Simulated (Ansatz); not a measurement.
# Co (P6_3/mmc) in Ansatz: reference runs

Aim: a first look at Co with PBE, on the cell as given and on a disturbed one.

All numbers are computed with Ansatz 0.2.0; they aren't measurements. Logs are shortened: lines on timing, memory, paths and dates and some standing lists are left out, and cuts for length are marked.

**1. The structure**

The structure is hexagonal, space group P6_3/mmc (No. 194). Conventional cell: a = 2.472 Å, b = 2.472 Å, c = 4.021 Å, α = 90.00°, β = 90.00°, γ = 120.00°. Around Co (site symmetry -6m2) lie 12 Co at 2.47 Å.

**2. Single point, PBE, collinear spin, ferromagnetic start**

input.yaml reads:

```yaml
crystal:
  lattice:
    - [2.4719999032, 0.0, 0.0]
    - [-1.2359999516, 2.1408147143, 0.0]
    - [0.0, 0.0, 4.02114408]
  atoms:
    - { symbol: Co, position: [0.6666666667, 0.3333333333, 0.75], spin: 2.0 }
    - { symbol: Co, position: [0.3333333333, 0.6666666667, 0.25], spin: 2.0 }
kpoints:
  mp_grid: { grid: [12, 12, 7] }
scf:
  occupations: { method: fermi_dirac, width: 0.05 }
hamiltonian:
  xc: pbe
  pseudopotentials: { kind: all_electron, lapw: { basis_error: 0.001 } }
magnetization:
  spin_polarized: true
output:
  forces: true
  stress: true
  eigenvalues: true
  populations: true
```

Potentials or basis: all-electron LAPW, scalar-relativistic.

Launch:

```sh
$ ansatz run input.yaml --threads 2 --pin off --max-ram 5120MiB --backend cpu --events-out ev --progress --plain --runs-dir out
```

Log:

```text
Warning: RAYON_NUM_THREADS=2 ignored (pool sized by the plan → 2); use --threads N
Co: projections on atomic orbitals take those of the free atom 1s2 2s2 2p6 3s2 3p6 3d7 4s2, of charge +0.00 (hamiltonian.pseudopotentials.projection_atoms)
LAPW: plane waves up to 9.095 Å⁻¹, error target 1.0e-3 eV per atom; small_component_spin mean_spin; Co in spheres of 1.233 Å, 17 of its electrons in bands, Dirac shells [] (how accurate: hamiltonian.pseudopotentials.lapw.basis_error, Limitations)
Engine: ansatz 0.2.0, x86_64-unknown-linux-gnu
Pseudopotentials: kind: all_electron
Pseudopotential: Co, LAPW, valence charge 17, lapw/all_electron/scalar/gaussian/Co, Koelling and Harmon's equation, gaussian nucleus
Functional definition: PBE
  parameter kappa = 0.804
  parameter beta = 0.06672455060314922
  exchange = pbe_x(kappa = kappa, mu = beta*pi^2/3)
  correlation = pbe_c(beta = beta)
Crystal: 2 atoms, lattice volume = 21.280 Å³
Basis set: ecut = 315.14779250608046 eV, 287 PW (Γ), exchange–correlation at level 2
Bands: 23, of which v1, the nominal top of the filled ones, is band 17 counted from 1 (16 counted from 0)
Symmetry: 24 space group operations
Space group: P63/mmc (ITA 194), of the structure as read, at distance tolerance 2.8e-5 Å
Magnetic group: BNS 194.263 (UNI 1493), of the structure as read, at distance tolerance 2.8e-5 Å
k-points: 76 of 1008
Non-local potential: Co, projectors of the file, none
Initial density: superposition of atomic densities (chi_scale 0.1, normalization cell)
Starting moments: Σ|m| = 4 μB on 2 of 2 sites
Initial wavefunctions: plane waves of lowest kinetic energy (no species holds an atomic orbital)
Functional: x = pbe(κ = 0.804, μ = 0.2195149727645171), c = pbe(β = 0.06672455060314922)
iter 1 solved again at ethr=2.84e-5 eV; its pass at ethr=1.00e-1 eV (dr2=9.67e-3 eV) is discarded
SCF iter   1: F=—  HF=-75835.021212 eV  |F-HF|=—  |Δ(HF+E_count)|=         —  Δρ=1.82e-2 (↑1.80e-2 ↓1.82e-2)  dr2=9.76e-3  dr2_m=6.03e-2  M=3.257 μB ∫|m|=3.383 μB  β_m=0.30  ethr=2.84e-5  ⟨swp⟩=3.4  Hψ=27165  notcnv=0
Mixer restart at iter 1: flushing history
preconditioner: auto → none  [metal: Δε(μ)=0.004 eV  Ē_g=9.760 eV  σ=0.050 eV  W_gap=0.02  n_scr=8 (ndim 8)  ℏωp=34.2 eV  f_vac=0.000  D(μ)=1.93/eV (n_scr^D=22)  sad-step TF]
SCF iter   2: F=—  HF=-75835.082014 eV  |F-HF|=—  |Δ(HF+E_count)|=   6.08e-2  Δρ=1.32e-2 (↑1.28e-2 ↓1.32e-2)  dr2=6.14e-3  dr2_m=3.09e-2  M=3.244 μB ∫|m|=3.408 μB  β_m=0.46  ethr=2.84e-5  ⟨swp⟩=2.4  Hψ=9923  notcnv=0
SCF iter   3: F=—  HF=-75835.139966 eV  |F-HF|=—  |Δ(HF+E_count)|=   5.80e-2  Δρ=5.65e-3 (↑5.26e-3 ↓5.65e-3)  dr2=1.47e-3  dr2_m=5.13e-3  M=3.212 μB ∫|m|=3.450 μB  β_m=0.45  ethr=1.80e-5  ⟨swp⟩=3.0  Hψ=11086  notcnv=0
iter 4 solved again at ethr=3.86e-7 eV; its pass at ethr=4.33e-6 eV (dr2=1.31e-4 eV) is discarded
SCF iter   4: F=—  HF=-75835.154838 eV  |F-HF|=—  |Δ(HF+E_count)|=   1.49e-2  Δρ=1.62e-3 (↑1.24e-3 ↓1.62e-3)  dr2=1.31e-4  dr2_m=3.56e-4  M=3.205 μB ∫|m|=3.486 μB  β_m=0.72  ethr=3.86e-7  ⟨swp⟩=2.0  Hψ=17391  notcnv=0
SCF iter   5: F=—  HF=-75835.157805 eV  |F-HF|=—  |Δ(HF+E_count)|=   2.97e-3  Δρ=2.59e-4 (↑2.15e-4 ↓2.59e-4)  dr2=1.26e-6  dr2_m=1.03e-5  M=3.210 μB ∫|m|=3.524 μB  β_m=0.77  ethr=3.85e-7  ⟨swp⟩=3.0  Hψ=11025  notcnv=0
SCF iter   6: F=—  HF=-75835.157890 eV  |F-HF|=—  |Δ(HF+E_count)|=   8.56e-5  Δρ=2.87e-5 (↑2.87e-5 ↓2.06e-5)  dr2=1.31e-7  dr2_m=7.75e-8  M=3.211 μB ∫|m|=3.531 μB  β_m=0.84  ethr=3.71e-9  ⟨swp⟩=3.5  Hψ=11222  notcnv=0
SCF iter   7: F=—  HF=-75835.157891 eV  |F-HF|=—  |Δ(HF+E_count)|=   8.35e-7  Δρ=5.01e-6 (↑3.07e-6 ↓5.01e-6)  dr2=3.94e-9  dr2_m=2.08e-9  M=3.211 μB ∫|m|=3.531 μB  β_m=0.84  ethr=3.84e-10  ⟨swp⟩=3.0  Hψ=10479  notcnv=0
SCF iter   8: F=-75835.157891 eV  HF=-75835.157891 eV  |F-HF|=8.15e-10  |Δ(HF+E_count)|=   3.43e-8  Δρ=1.47e-6 (↑7.93e-7 ↓1.47e-6)  dr2=1.99e-10  dr2_m=1.99e-10  M=3.211 μB ∫|m|=3.531 μB  ethr=1.16e-11  ⟨swp⟩=3.0  Hψ=10690  notcnv=0
SCF 1 converged in 8 iterations: F = -75835.157891 eV  dr2 = 1.99e-10
SCF converged after 8 iterations
Magnetization: 3.2109 μB (18.6055 up, 15.3945 down)
Absolute magnetization: 3.5311 μB (∫|ρ↑−ρ↓|)
Spin contamination: 0.0539 ħ² per cell (⟨S²⟩ above its minimum at these occupations)
Per-site moments (μB) at R_I (Å): [(1.6583379848559954, 1.2328146238691473), (1.6583379848559954, 1.2328146238691473)]
Free energy (F): -75835.157891 eV
Harris-Foulkes:  -75835.157891 eV  (|F-HF|=8.15e-10)
Internal energy: -75835.142204 eV  (E = F + TS)
E sigma→0 (E₀):  -75835.150048 eV
Entropy (-TS):   -0.015688 eV (-7.844 meV/atom)
Fermi energy:    19.533839 eV
--- Per-component energies (eV) ---
  E_band       = -460.138201
  E_kinetic    = 76965.111610
  E_xc         = -3250.057982
  E_electrostatic = -149550.195832  (all electrons and nuclei)
  E_smearing   = -0.015688  (= −TS)
  E_closure    = 0.000000  (closes the sum)
  E_atoms      = -75818.578525  (free atoms, spherical and without spin; not in F)
  Σ components = -75835.157891   (vs F -75835.157891, Δ=0.00e0)
  Basis errors (estimates in eV, not in F): energy 2.2e-4 per atom: plane waves 2.1e-4 (1.1e-4 summed), levels above the bands 1.2e-87, relativity 2.6e-8, radial functions 8.7e-6, core shells 1.0e-9; eigenvalues (radial functions only) 9.9e-7; not estimated: angular momenta, meshes, grids; target (lapw.basis_error) 1.0e-3; muffin-tin radii Co 1.233 Å
--- Forces (eV/Å), atoms counted from 1 ---
  atom   1  Co    -0.00000000    -0.00000000     0.00000000
  atom   2  Co    -0.00000000     0.00000000     0.00000000
  max |Σ_I F_I| component: 1.39e-17 eV/Å
--- Stress (GPa, compression-positive) ---
        5.571896       0.000000       0.000000
        0.000000       5.571896       0.000000
        0.000000       0.000000       2.799792
  P = ⅓ Tr σ = 4.6479 GPa (46.479 kbar)
--- Band table (eV; the first three rows and the last of 152) ---
  k-point 0 ↑: bands = ["-76.5428", "-76.4825", "-39.9524", "-39.6484", "-39.6484", "-39.6054", "-39.5990", "-39.5990", "10.4042", "14.2487", "16.8505", "16.9067", "16.9067", "17.2256", "17.2256", "17.6093", "17.6093", "18.7308", "18.7308", "19.2842", "25.9241", "41.5263", "44.3724"]
  k-point 1 ↑: bands = ["-76.5398", "-76.4855", "-39.9355", "-39.6459", "-39.6459", "-39.6229", "-39.6015", "-39.6015", "10.6113", "14.2002", "16.7968", "16.8569", "16.8569", "17.1703", "17.1703", "17.7332", "17.7332", "18.5357", "18.7185", "18.7185", "27.0849", "41.4203", "43.2097"]
  k-point 2 ↑: bands = ["-76.5315", "-76.4939", "-39.8879", "-39.6716", "-39.6391", "-39.6391", "-39.6083", "-39.6083", "11.2129", "13.9271", "16.6621", "16.7965", "16.7965", "17.0381", "17.0381", "17.3028", "18.0000", "18.0000", "18.6587", "18.6587", "29.6652", "39.6376", "41.8506"]
  k-point 75 ↓: bands = ["-74.4061", "-74.4061", "-37.8812", "-37.8812", "-37.8196", "-37.7947", "-37.6568", "-37.6568", "16.7952", "16.8716", "16.9019", "16.9019", "17.7496", "17.7496", "19.2338", "19.5018", "20.6546", "20.6546", "25.9552", "25.9552", "27.0683", "28.3226", "30.0186"]
--- Löwdin populations: 2 sites ---
  site symbol       q [e]    m [muB]
     0     Co     26.7862     1.6693
     1     Co     26.7862     1.6693
  spilling = 0.007917 (of n_electrons = 54.000000)
```

It took 12 s on 2 threads of Intel Xeon 6975P-C (Granite Rapids), shared host; peak memory 0.57 GiB.

Results:

| Item | Value |
| --- | --- |
| Free energy | -75835.1579 eV |
| Pressure | 4.6 GPa |
| Band gap on the k mesh | none (metal or under the smearing width) |
| Net moment | 3.21 μB per cell |
| Absolute moment | 3.53 μB per cell |
| Site moments | Co +1.66 μB |

Stress tensor (GPa, compression positive):
```
5.57 0.00 0.00
0.00 5.57 0.00
0.00 0.00 2.80
```

**3. Single point, PBE, collinear spin, ferromagnetic start (atoms moved at random, drawn with an rms of 0.05 Å)**

Changes to input.yaml since step 2:

```diff
@@ -6,4 +6,4 @@
   atoms:
-    - { symbol: Co, position: [0.6666666667, 0.3333333333, 0.75], spin: 2.0 }
-    - { symbol: Co, position: [0.3333333333, 0.6666666667, 0.25], spin: 2.0 }
+    - { symbol: Co, position: [0.664846, 0.312703, 0.742733], spin: 2.0 }
+    - { symbol: Co, position: [0.343336, 0.652887, 0.240112], spin: 2.0 }
 kpoints:
```

Potentials or basis: all-electron LAPW, scalar-relativistic.

Launch:

```sh
$ ansatz run input.yaml --threads 2 --pin off --max-ram 5120MiB --backend cpu --events-out ev --progress --plain --runs-dir out
```

It took 79 s on 2 threads of Intel Xeon 6975P-C (Granite Rapids), shared host; peak memory 1.7 GiB.

It converged, with:

- Free energy: -75835.1567 eV
- Pressure: 4.7 GPa
- Largest force: 0.095 eV/Å
- Band gap on the k mesh: none (metal or under the smearing width)
- Net moment: 3.21 μB per cell
- Absolute moment: 3.53 μB per cell
- Site moments: Co +1.66 μB

Forces on the atoms (eV/Å):
```
Co   0.053  0.038 -0.069
Co  -0.053 -0.038  0.069
```

Stress tensor (GPa, compression positive):
```
 5.30 -0.42 -0.03
-0.42  5.90 -0.02
-0.03 -0.02  2.90
```

Levels at points of the mesh, in eV from the Fermi level:
Spin up:
```csv
k point,band 15,band 16,band 17,band 18,band 19,band 20,band 21,band 22,band 23
"(0.00, 0.00, 0.00)",-2.30,-1.96,-1.89,-0.85,-0.76,-0.25,6.39,21.99,24.80
"(0.00, -0.50, 0.00)",-2.23,-0.65,-0.59,-0.49,1.38,3.34,9.78,10.46,12.74
"(-0.50, 0.00, 0.00)",-2.22,-0.64,-0.57,-0.50,1.26,3.47,9.60,10.25,12.87
"(-0.50, -0.50, 0.00)",-2.23,-0.65,-0.59,-0.49,1.36,3.35,9.76,10.44,12.75
```
Spin down:
```tsv
k point	band 12	band 13	band 14	band 15	band 16	band 17	band 18	band 19
(0.00, 0.00, 0.00)	-1.00	-0.97	-0.62	-0.60	-0.32	-0.19	-0.09	1.06
(0.00, -0.50, 0.00)	-1.95	-1.15	-1.11	-0.67	1.25	1.36	1.43	2.64
(-0.50, 0.00, 0.00)	-1.90	-1.15	-1.01	-0.64	1.26	1.36	1.41	2.54
(-0.50, -0.50, 0.00)	-1.94	-1.15	-1.10	-0.67	1.25	1.36	1.43	2.63
```
